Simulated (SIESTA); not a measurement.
GaSb:

```
Sb Ga
1.0
     0.00000    3.05900    3.05900
     3.05900    0.00000    3.05900
     3.05900    3.05900    0.00000
Sb Ga
1 1
Direct
  0.75000 0.75000 0.75000
  0.00000 0.00000 0.00000
```

Base run:

- Program: SIESTA 5.4.2
- Functional: AM05
- Potentials or basis: PseudoDojo 0.4 standard (PBEsol files)
- Basis: DZP (energy shift 0.003 Ry; two zetas on semicore shells)
- Grid cutoff: 800 Ry
- Energy shift: 0.003 Ry
- k mesh: 8 × 8 × 8
- Occupations: fermi-dirac, width 0.05 eV
- Spin: no spin polarisation

Its results: band gap on the k mesh 0.11 eV, direct; pressure 0.2 GPa.

**Question.** The run is repeated on the same cell with these changes: functional from AM05 to PBE; potentials or basis from PseudoDojo 0.4 standard (PBEsol files) to SG15 1.2 (PBE files) or PseudoDojo by element. What comes out?

**Answer.** Band gap on the k mesh 0.11 eV, direct; pressure 3.2 GPa.

Caveats: spin-orbit coupling is left out, which moves the levels of the heavy elements; the basis of atomic orbitals isn't converged, which shifts pressures, moduli and gaps; the potentials were made for another functional, which shifts forces and pressure (some runs).
